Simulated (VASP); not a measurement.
Here is a VASP 6.6.1 calculation.

Contents of POSCAR:

```
Hg
1.0
   -2.0523017827      2.0523017827      1.7871122587
    2.0523017827     -2.0523017827      1.7871122587
    2.0523017827      2.0523017827     -1.7871122587
Hg
1
Direct
    0.0000000000      0.0000000000      0.0000000000
```

The input INCAR.step1:

```
PREC = Accurate
ENCUT = 520
ISMEAR = -1
SIGMA = 0.08
LREAL = False
LASPH = True
NELM = 100
NBANDS = 12
GGA = PE
ALGO = Normal
EDIFF = 1E-4
LWAVE = True
LCHARG = False
```

Contents of INCAR.step2:

```
PREC = Accurate
ENCUT = 520
EDIFF = 1E-6
ISMEAR = -1
SIGMA = 0.08
LREAL = False
LASPH = True
NELM = 100
ALGO = Normal
ISIF = 2
LWAVE = False
LCHARG = False
METAGGA = R2SCAN
LMIXTAU = True
NBANDS = 12
ISTART = 1
```

File KPOINTS:

```
regular mesh
0
Gamma
  13 13 13
```

Potentials or basis: VASP PAW PBE potentials, release 64 (Hg).

Launch:

```sh
$ cat potpaw_PBE.64/Hg/POTCAR > POTCAR
$ cp INCAR.step1 INCAR
$ mpirun -np 1 vasp_std > vasp.out
$ cp INCAR.step2 INCAR
$ mpirun -np 1 vasp_std > vasp.out
```

Estimate the band gap on the k mesh.

none (metal or under the smearing width).

Estimate the pressure.

-1.2 GPa.

Stress tensor (GPa, compression positive):
```
-1.29  0.00  0.00
 0.00 -1.29  0.00
 0.00  0.00 -0.98
```

Caveat: the PAW data sets were made with another functional, which shifts forces and pressure a little. The run has no spin-orbit coupling, so splittings on Hg are missing.
